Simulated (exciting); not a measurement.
Two BSE runs for the Br K edge of KBr, space group Fm-3m. Run A: exciting, all-electron LAPW+lo, PBE, exchange and screened direct term (singlet BSE), 4×4×4 shifted k points, 31 conduction bands, |G+q| up to 3 bohr⁻¹, full RPA screening with nempty = 57, Lorentzian half width 1.26 eV. Run B differs in one setting: k mesh, kernel cutoff, basis, band set, screening or width.

Energy from the Kohn–Sham onset, core level to the lowest empty state found on the meshes used; one zero for both, scaled to A's maximum:

| E (eV) | A | B |
| --- | --- | --- |
| -11.0 | 0.02 | 0.06 |
| -10.5 | 0.02 | 0.07 |
| -10.0 | 0.03 | 0.07 |
| -9.5 | 0.03 | 0.08 |
| -9.0 | 0.03 | 0.08 |
| -8.5 | 0.03 | 0.09 |
| -8.0 | 0.04 | 0.10 |
| -7.5 | 0.04 | 0.10 |
| -7.0 | 0.04 | 0.11 |
| -6.5 | 0.05 | 0.12 |
| -6.0 | 0.06 | 0.14 |
| -5.5 | 0.06 | 0.15 |
| -5.0 | 0.07 | 0.17 |
| -4.5 | 0.09 | 0.19 |
| -4.0 | 0.10 | 0.21 |
| -3.5 | 0.12 | 0.24 |
| -3.0 | 0.15 | 0.27 |
| -2.5 | 0.19 | 0.30 |
| -2.0 | 0.25 | 0.34 |
| -1.5 | 0.35 | 0.38 |
| -1.0 | 0.49 | 0.42 |
| -0.5 | 0.68 | 0.46 |
| 0.0 | 0.88 | 0.49 |
| 0.5 | 0.99 | 0.52 |
| 1.0 | 0.97 | 0.54 |
| 1.5 | 0.89 | 0.55 |
| 2.0 | 0.81 | 0.55 |
| 2.5 | 0.77 | 0.55 |
| 3.0 | 0.75 | 0.54 |
| 3.5 | 0.74 | 0.53 |
| 4.0 | 0.70 | 0.52 |
| 4.5 | 0.64 | 0.50 |
| 5.0 | 0.58 | 0.48 |
| 5.5 | 0.51 | 0.47 |
| 6.0 | 0.44 | 0.45 |
| 6.5 | 0.38 | 0.43 |
| 7.0 | 0.35 | 0.42 |
| 7.5 | 0.33 | 0.41 |
| 8.0 | 0.35 | 0.41 |
| 8.5 | 0.39 | 0.40 |
| 9.0 | 0.42 | 0.40 |
| 9.5 | 0.45 | 0.40 |
| 10.0 | 0.46 | 0.40 |
| 10.5 | 0.47 | 0.40 |
| 11.0 | 0.49 | 0.40 |
| 11.5 | 0.50 | 0.40 |
| 12.0 | 0.49 | 0.39 |
| 12.5 | 0.46 | 0.39 |
| 13.0 | 0.43 | 0.38 |
| 13.5 | 0.41 | 0.38 |
| 14.0 | 0.40 | 0.37 |
| 14.5 | 0.40 | 0.37 |
| 15.0 | 0.39 | 0.36 |
| 15.5 | 0.39 | 0.35 |
| 16.0 | 0.39 | 0.35 |
| 16.5 | 0.40 | 0.34 |
| 17.0 | 0.41 | 0.33 |
| 17.5 | 0.41 | 0.33 |
| 18.0 | 0.39 | 0.32 |
| 18.5 | 0.37 | 0.31 |
| 19.0 | 0.35 | 0.30 |
| 19.5 | 0.33 | 0.28 |
| 20.0 | 0.30 | 0.27 |
| 20.5 | 0.28 | 0.26 |
| 21.0 | 0.26 | 0.25 |
| 21.5 | 0.24 | 0.23 |
| 22.0 | 0.23 | 0.22 |

**Question.** Which is the likeliest?

The half width (eV) from 1.26 to 3.78. Against run A the r.m.s. difference is 30 %. The highest maximum lies at 2.0 eV (0.55), against 0.6 eV (1.00). Only the width of each line changes; the area stays. A table step wider than the lines misses their tops. Other settings could leave a like mark; this is the change that was made.

[Hosts, paths, dates, database ids (printed as entryN), source tags and the programs' standing remarks are cut or masked in the printed files.]
